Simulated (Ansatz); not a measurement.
**BaF2 (database structure): how the settings move a single-point run**

How sensitive is a single-point run of BaF2 (database structure) to its settings? A reference run comes first, then four runs with altered input.

Program: Ansatz 0.2.0. Level of theory: reference: DFT r2SCAN, plane waves, PAW, scalar-relativistic, no spin polarisation. These are calculated values, not measurements.

### 1 The structure to begin with

It takes space group Fm-3m (No. 225, cubic). The conventional cell has a = 6.270 Å, b = 6.270 Å, c = 6.270 Å, α = 90.00°, β = 90.00°, γ = 90.00°. Ba (site symmetry m-3m) has 8 F at 2.71 Å as nearest neighbours. F (site symmetry -43m) is surrounded by 4 Ba at 2.71 Å.

Structure file:

```cif
data_structure
_symmetry_space_group_name_H-M 'P 1'
_symmetry_Int_Tables_number 1
_cell_length_a 4.4333
_cell_length_b 4.4333
_cell_length_c 4.4333
_cell_angle_alpha 60.000
_cell_angle_beta 60.000
_cell_angle_gamma 60.000
_cell_volume 61.61
loop_
_atom_site_label
_atom_site_type_symbol
_atom_site_fract_x
_atom_site_fract_y
_atom_site_fract_z
_atom_site_occupancy
Ba1 Ba 0.00000 0.00000 0.00000 1
F1 F 0.25000 0.25000 0.25000 1
F2 F 0.75000 0.75000 0.75000 1
```

### 2 Reference

Contents of input.yaml:

```yaml
crystal:
  lattice:
    - [0.0, 3.134797, 3.134797]
    - [3.134797, 0.0, 3.134797]
    - [3.134797, 3.134797, 0.0]
  atoms:
    - { symbol: Ba, position: [0.0, 0.0, 0.0] }
    - { symbol: F, position: [0.25, 0.25, 0.25] }
    - { symbol: F, position: [0.75, 0.75, 0.75] }
  symmetry: { tolerance: 0.0003 }
kpoints:
  mp_grid: { grid: [5, 5, 5], shift: [0, 0, 0] }
magnetization:
  spin_polarized: false
scf:
  occupations: { method: gaussian, width: 0.0108 }
hamiltonian:
  pseudopotentials: { kind: paw }
  xc: r2scan
basis:
  ecutwfc: 500
output:
  forces: true
  stress: true
  eigenvalues: true
```

The run is started by

```bash
$ ansatz run input.yaml --threads 1 --pin off --max-ram 2560MiB --backend cpu --events-out ev --progress --plain --runs-dir out
```

### 3 Changed: lower_state_search standard, n_extra_bands 4

Changes to input.yaml since step 2:

```diff
@@ -16,2 +16,4 @@
   occupations: { method: gaussian, width: 0.0108 }
+  lower_state_search: standard
+  n_extra_bands: 4
 hamiltonian:
```

### 4 Variant: mp_grid.grid [2, 2, 2], dispersion d3bjatm

Changes to input.yaml since step 2:

```diff
@@ -11,3 +11,3 @@
 kpoints:
-  mp_grid: { grid: [5, 5, 5], shift: [0, 0, 0] }
+  mp_grid: { grid: [2, 2, 2], shift: [0, 0, 0] }
 magnetization:
@@ -19,2 +19,3 @@
   xc: r2scan
+  dispersion: d3bjatm
 basis:
```

### 5 Changed: n_extra_bands 16, ecutwfc 29.4 Ry

Changes to input.yaml since step 2:

```diff
@@ -16,2 +16,3 @@
   occupations: { method: gaussian, width: 0.0108 }
+  n_extra_bands: 16
 hamiltonian:
@@ -20,3 +21,3 @@
 basis:
-  ecutwfc: 500
+  ecutwfc: "29.4 Ry"
 output:
```

### 6 Variant: starting moments, spin_polarized true, lower_state_search off, xc lda

Contents of input.yaml:

```yaml
crystal:
  lattice:
    - [0.0, 3.134797, 3.134797]
    - [3.134797, 0.0, 3.134797]
    - [3.134797, 3.134797, 0.0]
  atoms:
    - { symbol: Ba, position: [0.0, 0.0, 0.0], spin: 0.2 }
    - { symbol: F, position: [0.25, 0.25, 0.25], spin: 0.2 }
    - { symbol: F, position: [0.75, 0.75, 0.75], spin: 0.2 }
  symmetry: { tolerance: 0.0003 }
kpoints:
  mp_grid: { grid: [5, 5, 5], shift: [0, 0, 0] }
magnetization:
  spin_polarized: true
scf:
  occupations: { method: gaussian, width: 0.0108 }
  lower_state_search: "off"
hamiltonian:
  pseudopotentials: { kind: paw }
  xc: lda
basis:
  ecutwfc: 500
output:
  forces: true
  stress: true
  eigenvalues: true
```

**Question.** What will these runs give? Wanted: for each run, ending; energy change; pressure; gap; force.

The runs gave:

| run | ending | energy change | pressure (GPa) | gap (eV) | force (eV/Å) | cycles | time |
| --- | --- | --- | --- | --- | --- | --- | --- |
| reference | converged | 0 | -2.0 | 7.26 | 0.00 | 6 | 2.1 s |
| 1: lower_state_search standard, n_extra_bands 4 | converged | 0.0 meV/atom | -2.0 | 7.26 | 0.00 | 6 | 2.3 s |
| 2: mp_grid.grid [2, 2, 2], dispersion d3bjatm | converged | -43.3 meV/atom (offset of the dispersion model) | -2.1 | 7.32 | 0.00 | 6 | 1.6 s |
| 3: n_extra_bands 16, ecutwfc 29.4 Ry | converged | +5.3 meV/atom | -2.0 | 7.26 | 0.00 | 6 | 1.6 s |
| 4: starting moments, spin_polarized true, lower_state_search off, xc lda | converged | not comparable | -6.1 | 6.32 | 0.00 | 12 | 2.1 s |

Residual by cycle in the longest SCF loop of each run; runs are numbered as in the table. The quantity is the density residual dr2, in eV.

| cycle | reference | run 1 | run 2 | run 3 | run 4 |
| --- | --- | --- | --- | --- | --- |
| 1 | 0.0546 | 0.0546 | 0.0634 | 0.0572 | 14 |
| 2 | 0.0104 | 0.0104 | 0.0119 | 0.0121 | 0.786 |
| 3 | 7.5e-4 | 7.5e-4 | 8.4e-4 | 7.8e-4 | 0.212 |
| 4 | 2.2e-5 | 2.2e-5 | 2.0e-5 | 2.2e-5 | 0.0136 |
| 5 | 2.7e-7 | 2.7e-7 | 2.5e-7 | 1.7e-7 | 0.00558 |
| 6 | 3.9e-9 | 3.9e-9 | 2.8e-9 | 5.6e-9 | 1.1e-4 |
| 7 | - | - | - | - | 9.7e-6 |
| 8 | - | - | - | - | 6.9e-4 |
| 9 | - | - | - | - | 4.7e-7 |
| 10 | - | - | - | - | 1.0e-8 |
| 11 | - | - | - | - | 2.2e-9 |
| 12 | - | - | - | - | 6.5e-12 |

What this shows: Of the converged runs whose energies compare with the reference's, «n_extra_bands 16, ecutwfc 29.4 Ry» moves the energy most (+5.3 meV/atom). Run 3 ran under the cutoff that the potentials recommend, as the log warns, so basis error is mixed into its values. The gap of the reference lacks spin-orbit coupling, though the cell holds Ba.

The gaps are Kohn-Sham values of a semilocal functional, not quasiparticle or optical gaps. Such gaps usually fall short of the measured ones.
